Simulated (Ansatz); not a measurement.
**Zr under changes of volume**

One of the cells (23.281 Å³/atom); the others are scaled copies at fixed shape and fractional positions:

```xyz
2
Lattice="3.2320 0.0000 0.0000 -1.6160 2.7990 0.0000 0.0000 0.0000 5.1470" Properties=species:S:1:pos:R:3 pbc="T T T"
Zr    1.6160    0.9330    3.8603
Zr    0.0000    1.8660    1.2868
```

```yaml
Program: Ansatz 0.2.0
Functional: LDA
Potentials_or_basis: all-electron LAPW, scalar-relativistic
Cutoff: 174 eV (chosen from the basis error)
Basis_error_allowed: 0.001 eV/atom
k_mesh: 9 × 9 × 5
Occupations: fermi-dirac, width 0.05 eV
Spin: no spin polarisation
```

| volume (Å³/atom) | energy over the lowest point (meV/atom) | pressure (GPa) |
| --- | --- | --- |
| 21.884 | 0.00 | -0.3 |
| 22.350 | 3.90 | -2.4 |
| 22.815 | 13.64 | -4.3 |
| 23.281 | 28.69 | -6.1 |
| 23.746 | 48.60 | -7.7 |
| 24.212 | 72.97 | -9.1 |
| 24.678 | ? | ? |

**Question.** What does the run at 24.678 Å³/atom give?

**Answer.** Energy over the lowest point 101.43 meV/atom; pressure -10.5 GPa.

Worked out: A Birch-Murnaghan fit of order 3 (a polynomial in V^(-2/3)) to the other rows has its minimum at 21.83 Å³/atom, just outside them, with B0 = V·E''(V) = 104 GPa and B' = 3.3 at fixed shape and positions, which overstates the stiffness. It gives 101.41 meV/atom at 24.678 Å³/atom, against the run's 101.43, and -dE/dV = -10.4 GPa, against -10.5.

Energies are extrapolated to zero smearing.
